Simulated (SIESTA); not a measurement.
## Nb: equation of state with PBEsol

**Experimental background.**

From “Pressure effects on the electronic structure and superconductivity of (TaNb)0.67(HfZrTi)0.33 high entropy alloy”, 2019, arxiv:1910.08312, for a bulk crystal of Nb: bulk modulus 169 GPa.

Crystal: Nb.

```
Nb
1.0
    -1.66395    1.66395    1.66395
     1.66395   -1.66395    1.66395
     1.66395    1.66395   -1.66395
Nb
1
Direct
  0.00000 0.00000 0.00000
```

| Property | Result |
| --- | --- |
| Program | SIESTA 5.4.2 |
| Task | equation of state |
| Functional | PBEsol |
| Potentials or basis | PseudoDojo 0.4 standard (PBEsol files) |
| Basis | DZP (energy shift 0.003 Ry; two zetas on semicore shells) |
| Grid cutoff | 800 Ry |
| Energy shift | 0.003 Ry |
| k mesh | 11 × 11 × 11 |
| Occupations | fermi-dirac, width 0.05 eV |
| Spin | no spin polarisation |

```
Equilibrium volume                      : 17.76 Å³/atom
Bulk modulus                            : 187 GPa
Pressure derivative of the bulk modulus : 3.8
```

Energy against volume, from the lowest point:
| volume (Å³/atom) | energy (meV/atom) |
| --- | --- |
| 17.322 | 6.39 |
| 17.691 | 0.00 |
| 18.060 | 2.70 |
| 18.428 | 13.71 |
| 18.797 | 32.08 |
| 19.165 | 57.23 |
| 19.534 | 88.52 |

All runs of the series together: 6.5 min on 1 thread of Arm Neoverse V1, with other jobs on the host.

Measured bulk modulus of Nb: 169 GPa (quoted in “Pressure effects on the electronic structure and superconductivity of (TaNb)0.67(HfZrTi)0.33 high entropy alloy”, 2019, arxiv:1910.08312). This calculation gives 187 GPa (+10.6 %). The fit is for a static lattice scaled at fixed shape and fixed fractional positions.

Caveat: the basis of atomic orbitals isn't converged, which shifts pressures, moduli and gaps.
